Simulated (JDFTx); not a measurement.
ZrS2:

```
Zr S
1.0
     3.69138    0.00000    0.00000
    -1.84569    3.19683    0.00000
     0.00000    0.00000    6.04108
Zr S
1 2
Cartesian
  0.0000 0.0000 0.0000
  0.0000 2.1312 1.4372
  1.8457 1.0656 4.6038
```

The cell is a database's computed one.

Base run:

| Quantity | Value |
| --- | --- |
| Program | JDFTx 1.7.0 (patched build) |
| Functional | PBE |
| Potentials or basis | PseudoDojo-SR-PBE-0.5-standard |
| Cutoff | 898 eV |
| Density cutoff | 7184 eV |
| k mesh | 8 × 8 × 5 |
| Occupations | fermi-dirac, width 0.05 eV |
| Spin | no spin polarisation |

Its results: band gap on the k mesh 1.05 eV, indirect (least direct gap 1.63 eV); pressure 0.5 GPa; largest force 0.054 eV/Å.

The run is repeated on the same cell with these changes: functional from PBE to LDA; potentials or basis from PseudoDojo-SR-PBE-0.5-standard to PseudoDojo-SR-LDA-0.4.1-standard with smoothed tails; cutoff from 898 eV to 952 eV; density cutoff from 7184 eV to 7619 eV. What comes out?

Band gap on the k mesh 0.93 eV, indirect (least direct gap 1.53 eV); pressure -4.5 GPa; largest force 0.291 eV/Å.

Caveats: an odd mesh through Γ misses points on the zone boundary, where band edges often lie; the empty levels aren't tightly converged (some runs); this functional lacks dispersion, which binds the layers, so the pressure and a relaxed spacing across them are unreliable (some runs).

Not every run made on this cell is shown here.
